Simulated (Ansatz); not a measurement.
Cl: frozen-core PAW against all-electron methods

```
Cl
1.0
     3.66815    0.00000    0.00000
    -1.83407    3.17671    0.00000
     0.00000    0.00000    3.92422
Cl
2
Cartesian
  0.0000 2.1178 0.9811
  1.8341 1.0589 2.9432
```

Atom numbers follow the list: Cl1, Cl2.

The structure comes from a relaxation in the same program, started in the hcp type, and has space group P6_3/mmc. Whether it is a known phase or the ground state wasn't checked.

All numbers are computed: DFT, PBE, PAW with Ansatz's default frozen-core files, scalar-relativistic (Ansatz 0.2.0); DFT, PBE, all-electron PAW with datasets made for the crystal, scalar-relativistic (Ansatz 0.2.0); DFT, PBE, all-electron LAPW, scalar-relativistic (Ansatz 0.2.0).

For PAW: a Γ-centred 19×19×10 k mesh, Fermi–Dirac smearing of 0.03 eV, cutoff 420 eV, no spin polarisation. The crystal-made all-electron datasets (AE datasets) take a cutoff of 200 eV at this cell. LAPW targets a basis error of 1 meV/atom. The Ansatz runs share mesh, smearing and spin set-up. Plane-wave (PAW) pressures include the program's estimate of the Pulay term.

Stress and pressure are positive in compression.

In a metal, gradients converge slowly with the k mesh: the values move by tens of per cent from one mesh to another, at times in sign, so only the comparison on one mesh counts.

Levels count from the Fermi level.

```
                             quantity     PAW  AE datasets    LAPW
                       pressure (GPa)    0.00         0.01    0.01
       highest filled level at A (eV)  -1.164       -1.165  -1.165
         lowest empty level at A (eV)  10.325       10.325  10.325
       highest filled level at H (eV)  -2.485       -2.485  -2.485
         lowest empty level at H (eV)   0.741        0.741   0.741
       highest filled level at K (eV)  -0.017       -0.018  -0.018
         lowest empty level at K (eV)   9.611        9.611   9.611
field gradient Vzz at Cl1 (10²¹ V/m²)   14.05        14.05       –
```

PAW's pressure differs from the LAPW value by about 0.01 GPa or less.
